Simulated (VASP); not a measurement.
Runs of VASP 6.6.1 on NaCl. It takes space group F-43m (No. 216, cubic). The conventional cell has a = 6.251 Å, b = 6.251 Å, c = 6.251 Å, α = 90.00°, β = 90.00°, γ = 90.00°. Na (site symmetry -43m) has 4 Cl at 2.71 Å as nearest neighbours. Around Cl (site symmetry -43m) lie 4 Na at 2.71 Å. The cell was built by a generator and needn't be a form met in nature.

```csv
task,level,potentials or basis,cell,cutoff (eV),smearing,optimiser,other keys,gap on the mesh (eV),pressure (GPa),relaxed volume (Å³/atom)
single point,PBE,"VASP PAW PBE potentials, release 64 (Na_pv, Cl)",as given,520,fermi-dirac 0.05 eV,-,-,4.85,0.0,-
relaxation of the atoms,RPBE,"VASP PAW PBE potentials, release 64 (Na_pv, Cl)",atoms relaxed,520,gaussian 0.05 eV,-,-,5.15,1.1,-
relaxation of cell and atoms,PBE,"VASP PAW PBE potentials, release 64 (Na_pv, Cl)",relaxed,600,gaussian 0.05 eV,-,-,4.85,0.0,30.57
relaxation of cell and atoms,PBE+D3,"VASP PAW PBE potentials, release 64 (Na, Cl)",relaxed,580,tetrahedron,BFGSLineSearch,ISMEAR = -5; SIGMA = 0.1,(a),0.1,28.48
```

Alike in all rows: no spin polarisation; k mesh 7 × 7 × 7.

Q: Fill in the values left out.

A: (a) 5.01.

Caveats: an odd mesh through Γ misses points on the zone boundary, where band edges often lie; the relaxation stopped at its first step, so nothing moved (some runs); the PAW data sets were made with another functional, which shifts forces and pressure a little (some runs).

The runs don't all hold the same shells in valence.
